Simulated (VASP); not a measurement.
# CdS, self-consistent run: which settings are enough?

CdS, Pmmn (no. 59), 4 atoms in the cell. PBE; PAW potentials Cd, S (PBE set). VASP 6.6.1.

Wanted: energy within 0.2 meV/atom; levels at the zone centre within 0.003 eV.

What the run is for: comparing ways to start; Accuracy asked: tight.

Levels at the zone centre: counted from the valence top at that point.

POSCAR:
```
CdS
1.0
    3.8984360000      0.0000000000      0.0000000000
    0.0000000000      5.5114920000      0.0000000000
    0.0000000000      0.0000000000      3.8981040000
Cd S
2 2
Direct
    0.0000000000      0.0000000000      0.7569740000
    0.5000000000      0.5000000000      0.2430260000
    0.0000000000      0.5000000000      0.7448370000
    0.5000000000      0.0000000000      0.2551630000
```

## How the run starts (with a second run first, the time holds both)

| How the run starts (with a second run first, the time holds both) | Energy less reference (meV/atom) | Levels at the zone centre, largest deviation (eV) | Time (s) |
|---|---|---|---|
| from scratch: 13 SCF iterations | 0.00 | 0.0000 | 33 |
| density of a coarse mesh (ICHARG 1): 14 + 11 SCF iterations | 0.00 | 0.0004 | 35 |
| orbitals of a lower cutoff (ISTART 1): 13 + 6 SCF iterations | 0.00 | 0.0004 | 31 |
| orbitals of a loose run: 10 + 4 SCF iterations | 0.00 | 0.0005 | 26 |

## Question

For each series: keep the first row unless others stay within half of the tolerance and take at least 30 % less time, and then take the fastest.

## Answer

- How the run starts (with a second run first, the time holds both): from scratch: 13 SCF iterations

The chosen settings are those of the reference run.

Values of the reference run: Levels at the zone centre: -0.0003, 0, 0.9413 eV from the valence top at Gamma.

## The input

INCAR:
```
SYSTEM = CdS
GGA = PE
ISMEAR = 0
SIGMA = 0.03
LWAVE = .FALSE.
LCHARG = .FALSE.
ISIF = 2
PREC = Accurate
LASPH = .TRUE.
LREAL = .FALSE.
ALGO = Normal
EDIFF = 1E-6
NELM = 120
GGA_COMPAT = .FALSE.
ENCUT = 400
EFERMI = MIDGAP
```

KPOINTS:
```
k-points
0
Gamma
  6 5 6
```

Commands:
```
cat potpaw_PBE.64/Cd/POTCAR potpaw_PBE.64/S/POTCAR > POTCAR
mpirun -np 1 vasp_std > vasp.out
```

The chosen input took VASP 6.6.1 33 s on 1 core (Intel Xeon Platinum 8488C (Sapphire Rapids)), a shared host.

## An input that fails: restart asked without its files

VASP's message: ERROR: charge density could not be read from file CHGCAR for ICHARG>10.

Changes against the starting input:
```
- NELM = 120
+ NELM = 60
+ ICHARG = 11
```
